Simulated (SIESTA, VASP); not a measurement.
This is a calculation of SnO2 (Cassiterite) for VASP 6.6.1. 

File INCAR:

```
SYSTEM = SnO2
PREC = Accurate
ENCUT = 520
EDIFF = 1E-7
ISMEAR = -1
SIGMA = 0.05
LREAL = .FALSE.
LASPH = .TRUE.
NELM = 60
ALGO = Normal
ISIF = 2
LWAVE = .FALSE.
LCHARG = .FALSE.
GGA = PE
NBANDS = 35
```

File KPOINTS:

```
Automatic mesh
0
G
  6 6 8
  0 0 0
```

POSCAR

```
SnO2
1.0
    4.7380000000      0.0000000000      0.0000000000
    0.0000000000      4.7380000000      0.0000000000
    0.0000000000      0.0000000000      3.1865000000
Sn O
2 4
Direct
    0.5000000000      0.5000000000      0.5000000000
    0.0000000000      0.0000000000      0.0000000000
    0.8071000000      0.1929000000      0.5000000000
    0.6929000000      0.6929000000      0.0000000000
    0.1929000000      0.8071000000      0.5000000000
    0.3071000000      0.3071000000      0.0000000000
```

Potentials or basis: VASP PAW PBE potentials, release 64 (Sn_d, O).

Command:

```console
$ cat potpaw_PBE.64/Sn_d/POTCAR potpaw_PBE.64/O/POTCAR > POTCAR
$ mpirun -np 1 vasp_std > vasp.out
```

Problem. What does the same run look like in SIESTA 5.4.2? Potentials or basis there: files PseudoDojo sr-pbe-0.4.1-standard, DZP (energy shift 0.003 Ry; two zetas on semicore shells).

Solution. As run (cutoffs and basis follow the program's own potentials, and thresholds, step limits or extra output files can differ):

File SnO2.fdf:

```
SystemName                      Cassiterite
SystemLabel                     SnO2
NumberOfSpecies                 2
NumberOfAtoms                   6
%block ChemicalSpeciesLabel
  1  50 Sn
  2   8 O
%endblock ChemicalSpeciesLabel

LatticeConstant                 1.0 Ang
%block LatticeVectors
     4.7380000000     0.0000000000     0.0000000000
     0.0000000000     4.7380000000     0.0000000000
     0.0000000000     0.0000000000     3.1865000000
%endblock LatticeVectors
AtomicCoordinatesFormat         Fractional
%block AtomicCoordinatesAndAtomicSpecies
     0.5000000000     0.5000000000     0.5000000000  1  Sn
     0.0000000000     0.0000000000     0.0000000000  1  Sn
     0.8071000000     0.1929000000     0.5000000000  2  O
     0.6929000000     0.6929000000     0.0000000000  2  O
     0.1929000000     0.8071000000     0.5000000000  2  O
     0.3071000000     0.3071000000     0.0000000000  2  O
%endblock AtomicCoordinatesAndAtomicSpecies

%block kgrid.MonkhorstPack
    6   0   0  0.0
    0   6   0  0.0
    0   0   8  0.0
%endblock kgrid.MonkhorstPack
XC.Functional                   GGA
XC.Authors                      PBE
PAO.BasisSize                   DZP
PAO.EnergyShift                 0.003 Ry
Mesh.Cutoff                     800 Ry
OccupationFunction              FD
ElectronicTemperature           0.05 eV
MaxSCFIterations                120
SCF.MustConverge                false
SCF.Mixer.Method                Pulay
SCF.Mixer.Weight                0.25
SCF.Mixer.History               8
SCF.DM.Tolerance                5.0e-05
SCF.H.Tolerance                 1.0e-03 eV
WriteForces                     true
Charge.Mulliken                 end
Charge.Hirshfeld                end
Charge.Voronoi                  end
SaveRho                         true
SaveElectrostaticPotential      true
%block PAO.Basis
  Sn 4
  n=5 0 2
    6.432 0.000
  n=5 1 2
    8.686 0.000
  n=4 2 2
    3.759 0.000
  n=5 2 1
    8.686
%endblock PAO.Basis
```

Potentials or basis: PseudoDojo 0.4 standard (PBE files), converted to PSML, two zetas on semicore shells, DZP (energy shift 0.003 Ry; two zetas on semicore shells).

Launch:

```sh
$ siesta < SnO2.fdf > SnO2.out 2>&1
```

Both were run:

|  | VASP | SIESTA |
| --- | --- | --- |
| Pressure | 11.8 GPa | 17.8 GPa |
| Largest force | 0.294 eV/Å | 0.291 eV/Å |

The two runs disagree by more than potentials and bases usually give (in gap, levels, pressure or energy); the cause wasn't traced.

The cell lies far from this level's equilibrium.

Pressure is positive in compression.
